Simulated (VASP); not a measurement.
HC16 (a cell with a defect), 17 atoms in the cell. The cell holds a defect, 17 atoms: a = 4.933 Å, b = 4.933 Å, c = 9.036 Å, α = 74.16°, β = 74.16°, γ = 60.00°.  The cell isn't the ideal one: H interstitial, charge +0, atoms relaxed at the host's cell.

- Program: VASP 6.6.1
- Task: single point
- Functional: PBE
- Potentials or basis: VASP PAW PBE potentials, release 64 (C, H)
- Cutoff: 520 eV
- k mesh: 6 × 6 × 6
- Occupations: gaussian, width 0.1 eV
- Spin: no spin polarisation
- Dipole correction: no
- Further INCAR settings: LREAL = Auto; ALGO = Fast; EDIFF = 1e-07; NBANDS = 46

Potentials or basis: VASP PAW PBE potentials, release 64 (C, H).

Run with:

```sh
$ cat potpaw_PBE.64/C/POTCAR potpaw_PBE.64/H/POTCAR > POTCAR
$ mpirun -np 1 vasp_std > vasp.out
```

Hardware: 1 thread of Intel(R) Xeon(R) 6975P-C (Granite Rapids), on a shared host.

Task: How long does it take, and how much memory?

Result: Run time: 4.4 min on 1 thread of Intel(R) Xeon(R) 6975P-C (Granite Rapids), with other jobs on the host, peak memory 0.39 GiB. Counts: scf iterations 18, k points 32.
